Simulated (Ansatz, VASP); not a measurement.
**Two plane-wave programs on SnO**

```
Sn O
1.0
     3.82016    0.00000    0.00000
     0.00000    3.82016    0.00000
     0.00000    0.00000   22.22608
Sn O
4 4
Direct
  0.75000 0.25000 0.20246
  0.25000 0.75000 0.30878
  0.62500 0.12500 0.49775
  0.12500 0.62500 0.60407
  0.25000 0.25000 0.25562
  0.75000 0.75000 0.25562
  0.12500 0.12500 0.55091
  0.62500 0.62500 0.55091
```

Alike in both runs: task single point; functional PBE; dispersion D3(BJ); k mesh 7 × 7 × 1; occupations gaussian, width 0.05 eV; no spin polarisation.

```csv
,VASP,Ansatz
version,VASP 6.6.1,Ansatz 0.2.0
potentials or method,"VASP PAW PBE potentials, release 64 (Sn_d, O)","scalar-relativistic, plane waves, PAW"
plane-wave cutoff (eV),520,420
valence electrons in the cell,80,80
```

|  | VASP | Ansatz | Ansatz less VASP |
| --- | --- | --- | --- |
| gap on the k mesh at the Fermi level (eV) | 2.56 | 2.61 | +0.046 |
| least direct gap on the mesh (eV) | 2.58 | 2.63 | +0.044 |
| rms of the force components (eV/Å) | 0.056 | 0.024 | -0.0317 |

Caveats: spin-orbit coupling is left out, which moves the levels of the heavy elements.
